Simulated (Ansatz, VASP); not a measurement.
**Two plane-wave programs on BP**

```
B P
1.0
     0.00000    2.26009    2.26009
     2.26009    0.00000    2.26009
     2.26009    2.26009    0.00000
B P
1 1
Direct
  0.00000 0.00000 0.00000
  0.25000 0.25000 0.25000
```

Alike in both runs: functional PBEsol; k mesh 10 × 10 × 10; occupations gaussian, width 0.02 eV; no spin polarisation.

Ansatz relaxed the structure, and its values are those at the end. VASP's run is a single point on that final structure, the one shown.

```csv
,VASP,Ansatz
version,VASP 6.6.1,Ansatz 0.2.0
potentials or method,"VASP PAW PBE potentials, release 64 (B, P)","scalar-relativistic, plane waves, PAW"
plane-wave cutoff (eV),520,420
valence electrons in the cell,8,8
```

VASP gave:

- gap on the k mesh at the Fermi level (eV): 1.12
- least direct gap on the mesh (eV): 3.37
- pressure (GPa): 0.1

Problem. Estimate Ansatz's values.

Solution. gap on the k mesh at the Fermi level (eV): 1.12; least direct gap on the mesh (eV): 3.38; pressure (GPa): 0.0.

Caveats: the PAW data sets were made with another functional, which shifts forces and pressure a little (VASP). A k mesh can miss the band edges.
